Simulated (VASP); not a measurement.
Set up this calculation in VASP 6.6.1, as the native input.

- Task: single point
- Functional: PBE
- Potentials or basis: VASP PAW PBE potentials, release 64 (K_sv, Cl)
- Cutoff: 520 eV
- k mesh: 7 × 7 × 7
- Occupations: gaussian, width 0.023 eV
- Spin: no spin polarisation
- Further INCAR settings: ALGO = Normal; EDIFF = 1e-06

The structure of KCl (Sylvite) lies in POSCAR:

```
KCl
1.0
    0.0000000000      3.1464700000      3.1464700000
    3.1464700000      0.0000000000      3.1464700000
    3.1464700000      3.1464700000      0.0000000000
K Cl
1 1
Direct
    0.0000000000      0.0000000000      0.0000000000
    0.5000000000      0.5000000000      0.5000000000
```

The input as run:

INCAR

```
PREC     = Accurate       # precision mode
ENCUT    = 520            # plane-wave cutoff, eV
EDIFF    = 1E-6           # SCF threshold, eV
ISMEAR   = 0              # smearing method
SIGMA    = 0.023          # smearing width, eV
LREAL    = False          # projectors in reciprocal space
LASPH    = True           # aspherical terms in the spheres
NELM     = 80             # most SCF steps
ALGO     = Normal         # electronic algorithm
ISIF     = 2              # what is computed and relaxed
LWAVE    = False          # write WAVECAR
LCHARG   = True           # write CHGCAR
GGA      = PE             # functional
LELF     = True           # ELF
LVHAR    = True
```

KPOINTS

```
Automatic mesh
0
Gamma
  7 7 7
```

Potentials or basis: VASP PAW PBE potentials, release 64 (K_sv, Cl).

The run is started by

```console
$ cat potpaw_PBE.64/K_sv/POTCAR potpaw_PBE.64/Cl/POTCAR > POTCAR
$ mpirun -np 1 vasp_std > vasp.out
```

It gave:

The pressure is 0.8 GPa and the band gap on the k mesh is 5.19 eV, direct.

Caveat: an odd mesh through Γ misses points on the zone boundary, where band edges often lie.

Run time: 19 s on 1 thread of Intel(R) Xeon(R) Platinum 8259CL CPU @ 2.50GHz (Skylake/Cascade Lake), with other jobs on the host, peak memory 0.2 GiB.
